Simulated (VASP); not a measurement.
# SnSe2 (P-3m1) in VASP: further runs

The runs below take SnSe2 through single point, with HSE06.

Everything below comes from runs of VASP 6.6.1. Logs are shortened: lines on timing, memory, paths and dates and some standing lists are left out, and cuts for length are marked.

### 1 The crystal as given

It takes space group P-3m1 (No. 164, trigonal). Conventional cell: a = 3.811 Å, b = 3.811 Å, c = 6.136 Å, α = 90.00°, β = 90.00°, γ = 120.00°. Sn (site symmetry -3m) has 6 Se at 2.68 Å as nearest neighbours. Se (site symmetry 3m) is surrounded by 3 Sn at 2.68 Å.

### 2 Single point, HSE06, non-collinear spin, zero start, spin-orbit coupling

File POSCAR:

```
SnSe2
1.0
    3.8110000000      0.0000000000      0.0000000000
   -1.9055000000      3.3004228138      0.0000000000
    0.0000000000      0.0000000000      6.1360000000
Sn Se
1 2
Direct
    0.0000000000      0.0000000000      0.0000000000
    0.6666666667      0.3333333333      0.7510000000
    0.3333333333      0.6666666667      0.2490000000
```

File INCAR.step1:

```
PREC = Accurate ; ENCUT = 520
EDIFF = 1E-5 ; ISMEAR = 0
SIGMA = 0.02 ; LREAL = F
LASPH = T ; NELM = 80
ALGO = Normal ; ISIF = 2
LWAVE = T ; MAGMOM = 0 0 0 0 0 0 0 0 0
LORBIT = 11 ; LSORBIT = T
GGA_COMPAT = F ; GGA = PE
```

File INCAR.step2:

```
PREC = Accurate ; ENCUT = 520
EDIFF = 1E-6 ; ISMEAR = 0
SIGMA = 0.02 ; LREAL = F
LASPH = T ; NELM = 80
ALGO = Normal ; ISIF = 2
LWAVE = F ; LCHARG = T
MAGMOM = 0 0 0 0 0 0 0 0 0 ; LORBIT = 11
LSORBIT = T ; GGA_COMPAT = F
GGA = PE ; LHFCALC = T
HFSCREEN = 0.2 ; PRECFOCK = Fast
LVHAR = T ; ISTART = 1
```

File KPOINTS:

```
regular mesh
0
Gamma
  4 4 2
```

Potentials or basis: VASP PAW PBE potentials, release 64 (Sn_d, Se).

Run with:

```sh
> cat potpaw_PBE.64/Sn_d/POTCAR potpaw_PBE.64/Se/POTCAR > POTCAR
> cp INCAR.step1 INCAR
> mpirun -np 1 vasp_ncl > vasp.out
> cp INCAR.step2 INCAR
> mpirun -np 1 vasp_ncl > vasp.out
```

OUTCAR:

```text
PREC = Accurate
   ENCUT = 520
   EDIFF = 1E-6
   ISMEAR = 0
   LREAL = F
   LASPH = T
   NELM = 80
   ISIF = 2
   LORBIT = 11
   LSORBIT = T
   GGA = PE
   LHFCALC = T
   HFSCREEN = 0.2
   PRECFOCK = Fast
   ISTART = 1

 ion  position               nearest neighbor table
   1  0.000  0.000  0.000-   2 2.68   3 2.68   3 2.68   2 2.68   2 2.68   3 2.68
   2  0.667  0.333  0.751-   1 2.68   1 2.68   1 2.68
   3  0.333  0.667  0.249-   1 2.68   1 2.68   1 2.68

  LATTYP: Found a hexagonal cell.
 ALAT       =     3.8110000000
 C/A-ratio  =     1.6100760955

  Lattice vectors:

 A1 = (   3.8110000000,   0.0000000000,   0.0000000000)
 A2 = (  -1.9055000000,   3.3004228138,   0.0000000000)
 A3 = (   0.0000000000,   0.0000000000,   6.1360000000)

Analysis of symmetry for initial positions (statically):
=====================================================================
 Subroutine PRICEL returns:
 Original cell was already a primitive cell.

 Routine SETGRP: Setting up the symmetry group for a
 hexagonal supercell.

 Subroutine GETGRP returns: Found 12 space group operations
 (whereof 12 operations were pure point group operations)
 out of a pool of 24 trial point group operations.

The static configuration has the point symmetry D_3d.

Analysis of symmetry for dynamics (positions and initial velocities):
=====================================================================
 Subroutine PRICEL returns:
 Original cell was already a primitive cell.

 Routine SETGRP: Setting up the symmetry group for a
 hexagonal supercell.

 Subroutine GETGRP returns: Found 12 space group operations
 (whereof 12 operations were pure point group operations)
 out of a pool of 24 trial point group operations.

The dynamic configuration has the point symmetry D_3d.

Analysis of structural, dynamic, and magnetic symmetry:
=====================================================================
 Subroutine PRICEL returns:
 Original cell was already a primitive cell.

 Routine SETGRP: Setting up the symmetry group for a
 hexagonal supercell.

 Subroutine GETGRP returns: Found 12 space group operations
 (whereof 12 operations were pure point group operations)
[... 453 lines left out ...]
  -------------------------------------------------------------------------------------
  Total        1.3660322      1.3660322      1.4993993      0.0000000      0.0000000      0.0000000
  in kB       28.3581342     28.3581342     31.1267674      0.0000000      0.0000000      0.0000000
  external PRESSURE =      29.2810119 kB  Pullay stress =       0.0000000 kB

 VOLUME and BASIS-vectors are now :
 -----------------------------------------------------------------------------
  energy-cutoff  :      520.00
  volume of cell :       77.18
      direct lattice vectors                 reciprocal lattice vectors
     3.811000000  0.000000000  0.000000000     0.262398321  0.151495741  0.000000000
    -1.905500000  3.300422814  0.000000000     0.000000000  0.302991482  0.000000000
     0.000000000  0.000000000  6.136000000     0.000000000  0.000000000  0.162972621

 POSITION                                       TOTAL-FORCE (eV/Angst)
 -----------------------------------------------------------------------------------
      0.00000      0.00000      0.00000        -0.000000     -0.000000      0.000000
      1.90550      1.10014      4.60814         0.000000     -0.000000     -0.291703
     -0.00000      2.20028      1.52786        -0.000000      0.000000      0.291703
 -----------------------------------------------------------------------------------
    total drift:                               -0.000001      0.000000      0.000001

  FREE ENERGIE OF THE ION-ELECTRON SYSTEM (eV)
  ---------------------------------------------------
  free  energy   TOTEN  =       -14.5828791421 eV

  energy  without entropy=      -14.5828791421  energy(sigma->0) =      -14.58287914

 Spin-Orbit-Coupling matrix elements

 Ion:    1  E_soc:     -0.0821869
 l=   1
     0.0000000    -0.0079956    -0.0079897
    -0.0079956     0.0000000    -0.0079956
    -0.0079897    -0.0079956     0.0000000
 l=   2
     0.0000000    -0.0011341     0.0000000    -0.0011341    -0.0045702
    -0.0011341     0.0000000    -0.0034433    -0.0011194    -0.0011341
     0.0000000    -0.0034433     0.0000000    -0.0034433     0.0000000
    -0.0011341    -0.0011194    -0.0034433     0.0000000    -0.0011341
    -0.0045702    -0.0011341     0.0000000    -0.0011341     0.0000000
 l=   3
     0.0000000     0.0000000     0.0000000     0.0000000     0.0000000     0.0000000     0.0000000
     0.0000000     0.0000000     0.0000000     0.0000000     0.0000000     0.0000000     0.0000000
     0.0000000     0.0000000     0.0000000     0.0000000     0.0000000     0.0000000     0.0000000
     0.0000000     0.0000000     0.0000000     0.0000000     0.0000000     0.0000000     0.0000000
[... 29 lines left out ...]
 l=   2
     0.0000000    -0.0000002     0.0000000    -0.0000002    -0.0000038
    -0.0000002     0.0000000     0.0000021     0.0000050    -0.0000002
     0.0000000     0.0000021     0.0000000     0.0000021     0.0000000
    -0.0000002     0.0000050     0.0000021     0.0000000    -0.0000002
    -0.0000038    -0.0000002     0.0000000    -0.0000002     0.0000000
 l=   3
     0.0000000     0.0000000     0.0000000     0.0000000     0.0000000     0.0000000     0.0000000
     0.0000000     0.0000000     0.0000000     0.0000000     0.0000000     0.0000000     0.0000000
     0.0000000     0.0000000     0.0000000     0.0000000     0.0000000     0.0000000     0.0000000
     0.0000000     0.0000000     0.0000000     0.0000000     0.0000000     0.0000000     0.0000000
     0.0000000     0.0000000     0.0000000     0.0000000     0.0000000     0.0000000     0.0000000
     0.0000000     0.0000000     0.0000000     0.0000000     0.0000000     0.0000000     0.0000000
     0.0000000     0.0000000     0.0000000     0.0000000     0.0000000     0.0000000     0.0000000

 total charge

# of ion       s       p       d       tot
------------------------------------------
    1        1.032   1.069  10.130  12.231
    2        1.492   2.387   0.030   3.908
    3        1.492   2.387   0.030   3.908
--------------------------------------------------
tot          4.015   5.843  10.189  20.047

 magnetization (x)

# of ion       s       p       d       tot
------------------------------------------
    1       -0.000   0.000   0.000  -0.000
    2       -0.000  -0.000   0.000  -0.000
    3       -0.000  -0.000   0.000  -0.000
--------------------------------------------------
tot         -0.000  -0.000   0.000  -0.000

 magnetization (y)

# of ion       s       p       d       tot
------------------------------------------
    1       -0.000   0.000  -0.000  -0.000
    2        0.000   0.000   0.000   0.000
    3        0.000  -0.000   0.000  -0.000
--------------------------------------------------
tot          0.000   0.000  -0.000   0.000

 magnetization (z)

# of ion       s       p       d       tot
------------------------------------------
    1        0.000   0.000   0.000   0.000
    2        0.000   0.000   0.000   0.000
    3        0.000   0.000   0.000   0.000
--------------------------------------------------
tot          0.000   0.000   0.000   0.000
```

OSZICAR.step1:

```text
N       E                     dE             d eps       ncg     rms          rms(c)
DAV:   1     0.256647909036E+03    0.25665E+03   -0.11776E+04   552   0.177E+03
DAV:   2     0.280847017378E+02   -0.22856E+03   -0.22066E+03   552   0.466E+02
DAV:   3    -0.994175069282E+01   -0.38026E+02   -0.37068E+02   672   0.169E+02
DAV:   4    -0.119715524271E+02   -0.20298E+01   -0.20128E+01   624   0.409E+01
DAV:   5    -0.120295542940E+02   -0.58002E-01   -0.57888E-01   812   0.714E+00    0.527E+00
DAV:   6    -0.117648611710E+02    0.26469E+00   -0.41697E-01   742   0.892E+00    0.340E+00
DAV:   7    -0.117440296280E+02    0.20832E-01   -0.17794E-01   708   0.302E+00    0.128E+00
DAV:   8    -0.117441604555E+02   -0.13083E-03   -0.92839E-03   700   0.106E+00    0.644E-01
DAV:   9    -0.117445919637E+02   -0.43151E-03   -0.18132E-03   680   0.437E-01    0.151E-01
DAV:  10    -0.117448226213E+02   -0.23066E-03   -0.38741E-04   680   0.230E-01    0.499E-02
DAV:  11    -0.117448521755E+02   -0.29554E-04   -0.97351E-05   592   0.702E-02    0.184E-02
DAV:  12    -0.117448692587E+02   -0.17083E-04   -0.24099E-05   500   0.373E-02    0.756E-03
DAV:  13    -0.117448701713E+02   -0.91266E-06   -0.18748E-06   382   0.146E-02
   1 F= -.11744870E+02 E0= -.11744870E+02  d E =-.344051E-11  mag=    -0.0000     0.0000     0.0000
```

It took 17 min on 1 thread of Intel Xeon Platinum 8375C at 2.90GHz (Ice Lake), shared host; peak memory 0.46 GiB.

Results:

```yaml
Free_energy: -14.5829 eV
Pressure: 2.9 GPa
Largest_force: 0.292 eV/Å
Net_moment: 0.00 μB per cell
Valence_electrons_inside_the_program's_atomic_spheres: Sn 12.23; Se 3.91
```

Forces on the atoms (eV/Å):
```
Sn   0.000  0.000  0.000
Se   0.000  0.000 -0.292
Se   0.000  0.000  0.292
```

Stress tensor (GPa, compression positive):
```
2.84 0.00 0.00
0.00 2.84 0.00
0.00 0.00 3.11
```

Moments on the atoms (μB; x, y, z):
```
Sn  0.00 0.00 0.00
Se  0.00 0.00 0.00
Se  0.00 0.00 0.00
```

Caveat: the k mesh is coarse (spacing up to 0.51 Å⁻¹), so the values aren't converged, least of all with exact exchange; the PAW data sets were made with another functional, which shifts forces and pressure a little; this functional lacks dispersion, which binds the layers, so the pressure and a relaxed spacing across them are unreliable.

### 3 Single point, HSE06

POSCAR is that of step 2.

File INCAR.step1:

```
PREC = Accurate ; ENCUT = 520
EDIFF = 1E-5 ; ISMEAR = 0
SIGMA = 0.02 ; LREAL = F
LASPH = T ; NELM = 80
ALGO = Normal ; ISIF = 2
LWAVE = T ; GGA = PE
```

File INCAR.step2:

```
PREC = Accurate ; ENCUT = 520
EDIFF = 1E-6 ; ISMEAR = 0
SIGMA = 0.02 ; LREAL = F
LASPH = T ; NELM = 80
ALGO = Normal ; ISIF = 2
LWAVE = F ; LCHARG = T
GGA = PE ; LHFCALC = T
HFSCREEN = 0.2 ; PRECFOCK = Fast
LELF = T ; LVHAR = T
ISTART = 1
```

KPOINTS is that of step 2.

Potentials or basis: VASP PAW PBE potentials, release 64 (Sn_d, Se).

Run with:

```sh
> cat potpaw_PBE.64/Sn_d/POTCAR potpaw_PBE.64/Se/POTCAR > POTCAR
> cp INCAR.step1 INCAR
> mpirun -np 1 vasp_std > vasp.out
> cp INCAR.step2 INCAR
> mpirun -np 1 vasp_std > vasp.out
```

It took 3.1 min on 1 thread of Intel Xeon Platinum 8375C at 2.90GHz (Ice Lake), shared host; peak memory 0.29 GiB.

The run converged. Its results:

```yaml
Free_energy: -14.4988 eV
Pressure: 2.9 GPa
Largest_force: 0.286 eV/Å
Band_gap_on_the_k_mesh: 1.61 eV, indirect (least direct gap 1.95 eV)
```

Forces on the atoms (eV/Å):
```
Sn   0.000  0.000  0.000
Se   0.000  0.000 -0.286
Se   0.000  0.000  0.286
```

Stress tensor (GPa, compression positive):
```
2.78 0.00 0.00
0.00 2.78 0.00
0.00 0.00 3.07
```

Levels at points of the mesh, in eV from the valence-band top:
| k point | band 9 | band 10 | band 11 | band 12 | band 13 | band 14 | band 15 | band 16 | band 17 |
| --- | --- | --- | --- | --- | --- | --- | --- | --- | --- |
| (0.00, 0.00, 0.00) | -0.73 | -0.73 | -0.37 | -0.37 | 0.00 | 1.95 | 3.84 | 5.65 | 5.65 |
| (0.50, 0.00, 0.00) | -4.84 | -3.15 | -2.89 | -1.20 | -0.28 | 1.87 | 4.73 | 6.35 | 6.54 |
| (0.00, 0.00, 0.50) | -2.21 | -0.83 | -0.83 | -0.21 | -0.21 | 3.33 | 3.83 | 5.35 | 5.35 |
| (0.50, 0.00, 0.50) | -5.33 | -2.71 | -2.12 | -0.87 | -0.70 | 1.61 | 5.19 | 5.81 | 6.75 |

Caveat: the k mesh is coarse (spacing up to 0.51 Å⁻¹), so the values aren't converged, least of all with exact exchange; the PAW data sets were made with another functional, which shifts forces and pressure a little; spin-orbit coupling is left out, which moves the levels of the heavy elements; this functional lacks dispersion, which binds the layers, so the pressure and a relaxed spacing across them are unreliable.
